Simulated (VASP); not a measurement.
# Sn (Fd-3m) in VASP: settings compared, part 2 of 2

VASP 6.6.1.

## Step 3: Density of states, optB86b-vdW

File run.py:

```python
from ase.calculators.vasp import Vasp
from ase.dft.dos import DOS
from ase.io import read

atoms = read('POSCAR')
calc = Vasp(
    directory='calc',
    xc='optb86b-vdw',
    pp='PBE',
    setups='materialsproject',
    prec='Accurate',
    encut=520,
    ediff=1e-07,
    ismear=1,
    sigma=0.1,
    lreal=False,
    lasph=True,
    nelm=60,
    algo='Normal',
    isif=2,
    lwave=False,
    lcharg=False,
    lorbit=11,
    kpts=[7, 7, 7],
    gamma=True,
    nbands=21,
)
atoms.calc = calc

print('energy (eV):', atoms.get_potential_energy())
print('free energy (eV):', atoms.get_potential_energy(force_consistent=True))
print('forces (eV/A):')
print(atoms.get_forces())
print('stress (eV/A^3, Voigt):', atoms.get_stress())
print('Fermi level (eV):', calc.get_fermi_level())
dos = DOS(calc, width=0.2, window=(-10, 10), npts=301)
print('E - E_F (eV), DOS (1/eV)')
for e, g in zip(dos.get_energies(), dos.get_dos()):
    print(f'{e:8.3f} {g:10.4f}')
```

File POSCAR:

```
Sn
1.0
    0.0000000000      3.2333428000      3.2333428000
    3.2333428000      0.0000000000      3.2333428000
    3.2333428000      3.2333428000      0.0000000000
Sn
2
Direct
    0.7500000000      0.7500000000      0.7500000000
    0.5000000000      0.5000000000      0.5000000000
```

Potentials or basis: VASP PAW PBE potentials, release 64 (Sn_d).

The run is started by

```sh
$ python run.py
```

The log of the run:

```text
<dir> UserWarning: vdW has been enabled, however no location for the vdw_kernel.bindat file has been specified. Set ASE_VASP_VDW environment variable to copy the vdW kernel.
  warnings.warn(
energy (eV): -1.3025187
free energy (eV): -1.30262561
forces (eV/A):
[[-0.  0.  0.]
 [ 0. -0. -0.]]
stress (eV/A^3, Voigt): [-0.0156021 -0.0156021 -0.0156021 -0.        -0.         0.       ]
Fermi level (eV): 5.61371466
E - E_F (eV), DOS (1/eV)
 -10.000     0.5972
  -9.933     0.5974
  -9.867     0.5212
  -9.800     0.4186
  -9.733     0.3669
  -9.667     0.4177
[... 293 lines left out ...]
   9.933     0.5650
  10.000     0.5289
```

OUTCAR:

```text
ENCUT = 520.000000
   EDIFF = 1.00e-07
   GGA = MK
   PREC = Accurate
   ISIF = 2
   ISMEAR = 1
   LORBIT = 11
   NELM = 60
   LASPH = .TRUE.
   LREAL = .FALSE.
[... 700 lines left out ...]
    total drift:                                0.000000      0.000000      0.000000

  FREE ENERGIE OF THE ION-ELECTRON SYSTEM (eV)
  ---------------------------------------------------
  free  energy   TOTEN  =        -1.3026256085 eV

  energy  without entropy=       -1.3023048782  energy(sigma->0) =       -1.30251870

Total vdW correction in eV:      5.1226454

 total charge

# of ion       s       p       d       tot
------------------------------------------
    1        1.160   1.229   9.971  12.360
    2        1.160   1.229   9.971  12.360
--------------------------------------------------
tot          2.321   2.458  19.942  24.720
```

It took 97 s on 1 thread of Intel Xeon Platinum 8488C (Sapphire Rapids), shared host; peak memory 0.47 GiB.

Results:

- Free energy: -1.3026 eV
- Pressure: 2.5 GPa
- Band gap on the k mesh: none (metal or under the smearing width)
- Valence electrons inside the program's atomic spheres: Sn 12.36

Levels at points of the mesh, in eV from the Fermi level:
```csv
k point,band 10,band 11,band 12,band 13,band 14,band 15,band 16,band 17,band 18,band 19
"(0.00, 0.00, 0.00)",-21.24,-10.67,-0.63,0.13,0.13,0.13,2.18,2.18,2.18,5.05
```

States per cell in windows of 1 eV (zero at the Fermi level; states under -8 eV left out):
| from (eV) | total | Sn1_p | Sn2_p | Sn1_s | Sn2_s | Sn1_d | Sn2_d |
| --- | --- | --- | --- | --- | --- | --- | --- |
| -8.0 | 0.29 | 0.01 | 0.01 | 0.08 | 0.08 | 0.00 | 0.00 |
| -7.0 | 0.97 | 0.07 | 0.07 | 0.25 | 0.25 | 0.01 | 0.01 |
| -6.0 | 0.61 | 0.05 | 0.05 | 0.15 | 0.15 | 0.01 | 0.01 |
| -5.0 | 0.23 | 0.02 | 0.02 | 0.06 | 0.06 | 0.00 | 0.00 |
| -4.0 | 0.51 | 0.10 | 0.10 | 0.02 | 0.02 | 0.00 | 0.00 |
| -3.0 | 1.74 | 0.40 | 0.40 | 0.04 | 0.04 | 0.01 | 0.01 |
| -2.0 | 1.40 | 0.38 | 0.38 | 0.01 | 0.01 | 0.02 | 0.02 |
| -1.0 | 0.55 | 0.16 | 0.16 | 0.01 | 0.01 | 0.01 | 0.01 |
| 0.0 | 0.26 | 0.03 | 0.03 | 0.03 | 0.03 | 0.01 | 0.01 |
| 1.0 | 1.21 | 0.16 | 0.16 | 0.11 | 0.11 | 0.04 | 0.04 |
| 2.0 | 1.62 | 0.25 | 0.25 | 0.10 | 0.10 | 0.06 | 0.06 |
| 3.0 | 1.41 | 0.22 | 0.22 | 0.02 | 0.02 | 0.07 | 0.07 |
| 4.0 | 1.89 | 0.30 | 0.30 | 0.04 | 0.04 | 0.09 | 0.09 |
| 5.0 | 1.20 | 0.22 | 0.22 | 0.02 | 0.02 | 0.06 | 0.06 |
| 6.0 | 1.04 | 0.11 | 0.11 | 0.02 | 0.02 | 0.06 | 0.06 |
| 7.0 | 1.78 | 0.19 | 0.19 | 0.03 | 0.03 | 0.11 | 0.11 |

Caveat: the PAW data sets were made with another functional, which shifts forces and pressure a little.

## Step 4: Electric field gradients, BLYP+D3

File INCAR:

```
  AGGAC = 1.0
  AGGAX = 1.0
  ALDAC = 0.0
  ALDAX = 1.0
  ALGO = Normal
  EDIFF = 1E-8
  ENCUT = 600
  GGA = B5
  ISIF = 2
  ISMEAR = 1
  IVDW = 11
  LASPH = True
  LCHARG = False
  LEFG = True
  LREAL = False
  LWAVE = False
  NELM = 80
  PREC = Accurate
  SIGMA = 0.1
  VDW_S6 = 1.0
  VDW_S8 = 1.682
  VDW_SR = 1.094
  VDW_SR8 = 1.0
```

File KPOINTS:

```
k-points
0
Gamma
  7 7 7
```

File POSCAR:

```
Sn
1.0
    0.0000000000      3.2333428000      3.2333428000
    3.2333428000      0.0000000000      3.2333428000
    3.2333428000      3.2333428000      0.0000000000
Sn
2
Cartesian
    4.8500142000      4.8500142000      4.8500142000
    3.2333428000      3.2333428000      3.2333428000
```

Potentials or basis: VASP PAW PBE potentials, release 64 (Sn_d_GW).

The run is started by

```sh
$ cat potpaw_PBE.64/Sn_d_GW/POTCAR > POTCAR
$ mpirun -np 1 vasp_std > vasp.out
```

OUTCAR:

```text
EDIFF = 1E-8
   ENCUT = 600
   GGA = B5
   ISIF = 2
   ISMEAR = 1
   IVDW = 11
   LASPH = True
   LREAL = False
   NELM = 80
   PREC = Accurate
 IVDW          = 11

 ion  position               nearest neighbor table
   1  0.750  0.750  0.750-   2 2.80   2 2.80   2 2.80   2 2.80
   2  0.500  0.500  0.500-   1 2.80   1 2.80   1 2.80   1 2.80

  LATTYP: Found a face centered cubic cell.
 ALAT       =     6.4666856000

  Lattice vectors:

 A1 = (   0.0000000000,   3.2333428000,   3.2333428000)
 A2 = (   3.2333428000,   0.0000000000,   3.2333428000)
 A3 = (   3.2333428000,   3.2333428000,   0.0000000000)

Analysis of symmetry for initial positions (statically):
=====================================================================
 Subroutine PRICEL returns:
 Original cell was already a primitive cell.

 Routine SETGRP: Setting up the symmetry group for a
 face centered cubic supercell.

 Subroutine GETGRP returns: Found 48 space group operations
 (whereof 24 operations were pure point group operations)
 out of a pool of 48 trial point group operations.

The static configuration has the point symmetry T_d .
 The point group associated with its full space group is O_h .

Analysis of symmetry for dynamics (positions and initial velocities):
=====================================================================
 Subroutine PRICEL returns:
 Original cell was already a primitive cell.

 Routine SETGRP: Setting up the symmetry group for a
 face centered cubic supercell.

 Subroutine GETGRP returns: Found 48 space group operations
 (whereof 24 operations were pure point group operations)
 out of a pool of 48 trial point group operations.

The dynamic configuration has the point symmetry T_d .
[... 157 lines left out ...]
      4     -17.3654      2.00000
      5     -17.3654      2.00000
      6     -17.0467      2.00000
[... 397 lines left out ...]
      5     -17.2271      2.00000
      6     -17.1938      2.00000
[... 10 lines left out ...]
     17       8.9156      0.00000
     18       8.9592      0.00000

------------------------ aborting loop because EDIFF is reached ----------------------------------------

 Edisp (eV)   -0.77900

 E8    (eV) :    -0.5817

  FORCE on cell =-STRESS in cart. coord.  units (eV):
  Direction    XX          YY          ZZ          XY          YZ          ZX
  --------------------------------------------------------------------------------------
  -------------------------------------------------------------------------------------
  Total       2.13641     2.13641     2.13641    -0.00000     0.00000    -0.00000
  in kB      50.63016    50.63016    50.63016    -0.00000     0.00000    -0.00000
  external pressure =       50.63 kB  Pullay stress =        0.00 kB

 VOLUME and BASIS-vectors are now :
 -----------------------------------------------------------------------------
  energy-cutoff  :      600.00
  volume of cell :       67.61
      direct lattice vectors                 reciprocal lattice vectors
     0.000000000  3.233342800  3.233342800    -0.154638723  0.154638723  0.154638723
     3.233342800  0.000000000  3.233342800     0.154638723 -0.154638723  0.154638723
     3.233342800  3.233342800  0.000000000     0.154638723  0.154638723 -0.154638723

 POSITION                                       TOTAL-FORCE (eV/Angst)
 -----------------------------------------------------------------------------------
      4.85001      4.85001      4.85001         0.000000     -0.000000      0.000000
      3.23334      3.23334      3.23334        -0.000000      0.000000     -0.000000
 -----------------------------------------------------------------------------------
    total drift:                               -0.000000     -0.000000      0.000000

  FREE ENERGIE OF THE ION-ELECTRON SYSTEM (eV)
  ---------------------------------------------------
  free  energy   TOTEN  =        -7.0305452761 eV

  energy  without entropy=       -7.0301396541  energy(sigma->0) =       -7.03041007

 Electric field gradients (V/A^2)
---------------------------------------------------------------------
 ion       V_xx      V_yy      V_zz      V_xy      V_xz      V_yz
---------------------------------------------------------------------
   1      -0.000    -0.000     0.000     0.000     0.000     0.000
   2      -0.000    -0.000     0.000     0.000     0.000     0.000
---------------------------------------------------------------------

 Electric field gradients after diagonalization (V/A^2)
 (convention: |V_zz| > |V_xx| > |V_yy|)
----------------------------------------------------------------------
 ion       V_xx      V_yy      V_zz     asymmetry (V_yy - V_xx)/ V_zz
----------------------------------------------------------------------
   1      -0.000    -0.000     0.000       0.000
   2      -0.000    -0.000     0.000       0.000
----------------------------------------------------------------------

           NMR quadrupolar parameters

 Cq : quadrupolar parameter    Cq=e*Q*V_zz/h
 eta: asymmetry parameters     (V_yy - V_xx)/ V_zz
 Q  : nuclear electric quadrupole moment in mb (millibarn)
----------------------------------------------------------------------
 ion       Cq(MHz)       eta       Q (mb)
----------------------------------------------------------------------
   1       0.000       0.000       1.000
   2       0.000       0.000       1.000
----------------------------------------------------------------------
```

stdout:

```text
POSCAR found type information on POSCAR Sn
 POSCAR found :  1 types and       2 ions
 scaLAPACK will be used
 -----------------------------------------------------------------------------
|                                                                             |
|                                                                             |
|     You enforced a specific xc type in the INCAR file but a different       |
|     I HOPE YOU KNOW WHAT YOU ARE DOING!                                     |
|                                                                             |
 -----------------------------------------------------------------------------

 LDA part: xc-table for (Slater(with rela. corr.)+VWN5), standard interpolation
 POSCAR, INCAR and KPOINTS ok, starting setup
 FFT: planning ... GRIDC
 FFT: planning ... GRID_SOFT
 FFT: planning ... GRID
 WAVECAR not read
 entering main loop
ion   1

ion   2
```

Run time: 84 s. Hardware: 1 thread of Intel Xeon Platinum 8488C (Sapphire Rapids), shared host; peak memory 0.26 GiB.

Results:

```yaml
Free_energy: -7.0305 eV
Pressure: 5.1 GPa
Band_gap_on_the_k_mesh: none (metal or under the smearing width)
Dispersion_energy_per_atom: -0.390 eV
```

Electric field gradients, principal values (V/Å²):
```csv
atom,Vxx,Vyy,Vzz
1 Sn,0.000,0.000,0.000
2 Sn,0.000,0.000,0.000
```

Caveat: the PAW data sets were made with another functional, which shifts forces and pressure a little; pairwise dispersion overbinds metals, which lowers pressure and volume.

## Step 5: Phonons, LDA

File POSCAR:

```
Sn
1.0
    0.0000000000      3.2333428000      3.2333428000
    3.2333428000      0.0000000000      3.2333428000
    3.2333428000      3.2333428000      0.0000000000
Sn
2
Direct
    0.7500000000      0.7500000000      0.7500000000
    0.5000000000      0.5000000000      0.5000000000
```

File INCAR.step1:

```
SYSTEM = Sn
PREC = Accurate
ENCUT = 600
EDIFF = 1E-8
ISMEAR = -1
SIGMA = 0.1
LREAL = .False.
LASPH = .True.
NELM = 100
ALGO = Normal
ISIF = 3
LWAVE = .False.
LCHARG = .False.
IBRION = 2
NSW = 40
EDIFFG = -0.002
```

File INCAR.step2:

```
SYSTEM = Sn
PREC = Accurate
ENCUT = 600
EDIFF = 1E-8
ISMEAR = -1
SIGMA = 0.1
LREAL = .False.
LASPH = .True.
NELM = 100
ALGO = Normal
ISIF = 2
LWAVE = .False.
LCHARG = .False.
IBRION = 8
NSW = 1
```

File KPOINTS:

```
regular mesh
0
Gamma
  5 5 5
  0 0 0
```

Potentials or basis: VASP PAW LDA potentials, release 64 (Sn_d).

The run is started by

```sh
$ cat potpaw_LDA.64/Sn_d/POTCAR > POTCAR
$ cp INCAR.step1 INCAR
$ mpirun -np 1 vasp_std > vasp.out
$ cp CONTCAR POSCAR
$ cp INCAR.step2 INCAR
$ mpirun -np 1 vasp_std > vasp.out
```

OUTCAR:

```text
SYSTEM = Sn
   PREC = Accurate
   ENCUT = 600
   EDIFF = 1E-8
   ISMEAR = -1
   LREAL = .False.
   LASPH = .True.
   NELM = 100
   ISIF = 2
   IBRION = 8
   NSW = 1

 ion  position               nearest neighbor table
   1  0.750  0.750  0.750-   2 2.81   2 2.81   2 2.81   2 2.81
   2  0.500  0.500  0.500-   1 2.81   1 2.81   1 2.81   1 2.81

  LATTYP: Found a face centered cubic cell.
 ALAT       =     6.4874118045

  Lattice vectors:

 A1 = (   0.0000000000,   3.2437059022,   3.2437059022)
[... 452 lines left out ...]

 Eigenvectors and eigenvalues of the dynamical matrix
 ----------------------------------------------------

   1 f  =    5.503410 THz    34.578947 2PiTHz  183.574011 cm-1    22.760266 meV
             X         Y         Z           dx          dy          dz
      4.865559  4.865559  4.865559     0.000000    0.000000   -0.707107
      3.243706  3.243706  3.243706     0.000000    0.000000    0.707107
[... 11 lines left out ...]
   4 f  =    0.000000 THz     0.000000 2PiTHz    0.000002 cm-1     0.000000 meV
             X         Y         Z           dx          dy          dz
      4.865559  4.865559  4.865559     0.120015   -0.675432   -0.171430
      3.243706  3.243706  3.243706     0.120015   -0.675432   -0.171430

   5 f/i=    0.000000 THz     0.000000 2PiTHz    0.000002 cm-1     0.000000 meV
             X         Y         Z           dx          dy          dz
      4.865559  4.865559  4.865559     0.696847    0.116250    0.029828
      3.243706  3.243706  3.243706     0.696847    0.116250    0.029828

   6 f/i=    0.000000 THz     0.000001 2PiTHz    0.000003 cm-1     0.000000 meV
             X         Y         Z           dx          dy          dz
      4.865559  4.865559  4.865559     0.000308    0.174005   -0.685363
      3.243706  3.243706  3.243706     0.000308    0.174005   -0.685363

--------------------------------------------------------------------------------------------------------

 ELASTIC MODULI CONTR FROM IONIC RELAXATION (kBar)
 Direction    XX          YY          ZZ          XY          YZ          ZX
 --------------------------------------------------------------------------------
 XX          -0.0000     -0.0000     -0.0000      0.0000      0.0000      0.0000
 YY          -0.0000     -0.0000     -0.0000     -0.0000      0.0000      0.0000
 ZZ          -0.0000     -0.0000     -0.0000      0.0000     -0.0000      0.0000
 XY           0.0000     -0.0000      0.0000   -242.3201     -0.0000     -0.0000
 YZ           0.0000      0.0000     -0.0000     -0.0000   -242.3201     -0.0000
 ZX           0.0000      0.0000      0.0000     -0.0000     -0.0000   -242.3201
 --------------------------------------------------------------------------------
```

OSZICAR.step1:

```text
N       E                     dE             d eps       ncg     rms          rms(c)
DAV:   1     0.225514818366E+03    0.22551E+03   -0.16655E+04   360   0.247E+03
DAV:   2     0.136499873544E+02   -0.21186E+03   -0.20958E+03   360   0.486E+02
DAV:   3    -0.826627008375E+01   -0.21916E+02   -0.21745E+02   416   0.156E+02
[... 26 lines left out ...]
DAV:   4    -0.886856873844E+01    0.40920E-04   -0.97541E-05   386   0.131E-01    0.573E-03
DAV:   5    -0.886856563079E+01    0.31077E-05   -0.52460E-06   496   0.261E-02    0.269E-03
DAV:   6    -0.886856512266E+01    0.50813E-06   -0.56232E-07   370   0.106E-02    0.106E-03
DAV:   7    -0.886856507934E+01    0.43318E-07   -0.46684E-08   310   0.191E-03    0.213E-04
DAV:   8    -0.886856508180E+01   -0.24525E-08   -0.34637E-09   182   0.727E-04
   3 F= -.88685651E+01 E0= -.88619936E+01  d E =-.876943E-03
```

Run time: 93 s. Hardware: 1 thread of Intel Xeon Platinum 8488C (Sapphire Rapids), shared host; peak memory 0.27 GiB.

What came out:

| Quantity | Value |
| --- | --- |
| Relaxed volume | 34.13 Å³/atom |
| Relaxed cell | a = 4.587 Å, b = 4.587 Å, c = 4.587 Å, α = 60.00°, β = 60.00°, γ = 60.00° |
| Space group after relaxing (to 0.05 Å) | Fd-3m (No. 227) |
| Highest phonon frequency at Γ | 184 cm⁻¹ |

Step by step:
```
step  energy change (eV)  largest force (eV/Å)  pressure (GPa)  volume (Å³)
   1              0.0000                0.0000            0.44        67.61
   2             -0.0008                0.0000           -0.16        68.51
   3             -0.0009                0.0000            0.00        68.26
```

Final structure:
```
Sn
1.0
     0.00000    3.24371    3.24371
     3.24371    0.00000    3.24371
     3.24371    3.24371    0.00000
Sn
2
Direct
  0.75000 0.75000 0.75000
  0.50000 0.50000 0.50000
```

Phonon frequencies in cm⁻¹ (negative: imaginary):
| q point | frequencies |
| --- | --- |
| (0.000, 0.000, 0.000) | 0 0 0 184 184 184 |

## Step 6: Summary

```csv
task,level,potentials or basis,cell,k mesh,cutoff (eV),smearing,gap on the mesh (eV),pressure (GPa)
band structure,PBEsol+D3(BJ),"VASP PAW PBE potentials, release 64 (Sn_d_GW)","atoms moved at random, drawn with an rms of 0.1 Å",7 × 7 × 7,550,fermi-dirac 0.05 eV,-,-
density of states,optB86b-vdW,"VASP PAW PBE potentials, release 64 (Sn_d)",as given,7 × 7 × 7,520,methfessel-paxton 0.1 eV,none,2.5
electric field gradients,BLYP+D3,"VASP PAW PBE potentials, release 64 (Sn_d_GW)",as given,7 × 7 × 7,600,methfessel-paxton 0.1 eV,none,5.1
phonons,LDA,"VASP PAW LDA potentials, release 64 (Sn_d)",relaxed,5 × 5 × 5,600,fermi-dirac 0.1 eV,-,-
```

Alike in all rows: no spin polarisation.

Caveats: the PAW data sets were made with another functional, which shifts forces and pressure a little (some runs); pairwise dispersion overbinds metals, which lowers pressure and volume (some runs); spin-orbit coupling is left out, which moves the levels of the heavy elements (some runs).

Total energies depend on the potentials used, so only differences within one code and one set of settings carry meaning.
